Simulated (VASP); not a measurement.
Set up this calculation in VASP 6.6.1, as an ASE script.

| Item | Value |
| --- | --- |
| Task | single point |
| Functional | PBE |
| Potentials or basis | VASP PAW PBE potentials, release 64 (Nd_3), 4f in core |
| Cutoff | 600 eV |
| k mesh | 9 × 9 × 9 |
| Occupations | gaussian, width 0.05 eV |
| Spin | collinear spin, ferromagnetic start |
| Starting moments | [3.0] μB |
| Further INCAR settings | ALGO = Fast; EDIFF = 1.00e-06; NBANDS = 16 |

The structure of Nd lies in Nd.cif:

```cif
data_Nd
_cell_length_a 3.68391383
_cell_length_b 3.68391383
_cell_length_c 3.68391383
_cell_angle_alpha 60.00000000
_cell_angle_beta 60.00000000
_cell_angle_gamma 60.00000000
_space_group_name_H-M_alt 'P1'
_space_group_name_Hall 'P 1'
_space_group_IT_number 1
loop_
_space_group_symop_operation_xyz
'x,y,z'
loop_
_atom_site_label
_atom_site_type_symbol
_atom_site_symmetry_multiplicity
_atom_site_Wyckoff_symbol
_atom_site_fract_x
_atom_site_fract_y
_atom_site_fract_z
_atom_site_occupancy
Nd1 Nd 1 a 0.0000000000 0.0000000000 0.0000000000 1
```

This isn't the form of Nd at room conditions, which is double hcp.

The input as run:

run.py

```python
from ase.calculators.vasp import Vasp
from ase.dft.bandgap import bandgap
from ase.io import read

atoms = read('Nd.cif')
atoms.set_initial_magnetic_moments([3.0])
calc = Vasp(
    directory='calc',
    xc='lda',
    pp='PBE',
    setups={'base': 'minimal', 'Nd': '_3'},
    prec='Accurate',
    encut=600,
    ediff=1e-06,
    ismear=0,
    sigma=0.05,
    lreal=False,
    lasph=True,
    nelm=150,
    algo='Fast',
    isif=2,
    lwave=False,
    lcharg=False,
    ispin=2,
    lorbit=11,
    lmaxmix=6,
    kpts=[9, 9, 9],
    gamma=True,
    nbands=16,
)
atoms.calc = calc

print('energy (eV):', atoms.get_potential_energy())
print('free energy (eV):', atoms.get_potential_energy(force_consistent=True))
print('forces (eV/A):')
print(atoms.get_forces())
print('stress (eV/A^3, Voigt):', atoms.get_stress())
print('Fermi level (eV):', calc.get_fermi_level())
print('moment (muB):', atoms.get_magnetic_moment())
print('site moments (muB):', atoms.get_magnetic_moments())
gap, top, bottom = bandgap(calc)
print('band gap (eV):', gap, 'from (spin, k, band)', top, 'to', bottom)
```

Potentials or basis: VASP PAW PBE potentials, release 64 (Nd_3), 4f in core.

The run is started by

```bash
$ python run.py
```

Results of the run:

```yaml
Pressure: 0.1 GPa
Band_gap_on_the_k_mesh: none (metal or under the smearing width)
Net_moment: 0.00 μB per cell
Valence_electrons_inside_the_program's_atomic_spheres: Nd 8.89
```

Caveat: ASE's xc='lda' writes no GGA tag, so the PBE potentials set the functional and the run is PBE; the magnetic or orbital state may not be the lowest; spin-orbit coupling is left out, which moves the levels of the heavy elements; the 4f electrons are frozen in the core as for a trivalent ion, so they carry no moment and show no levels.

It took 70 s on 1 thread of Intel(R) Xeon(R) Platinum 8488C (Sapphire Rapids) (shared host), peak memory 0.21 GiB.
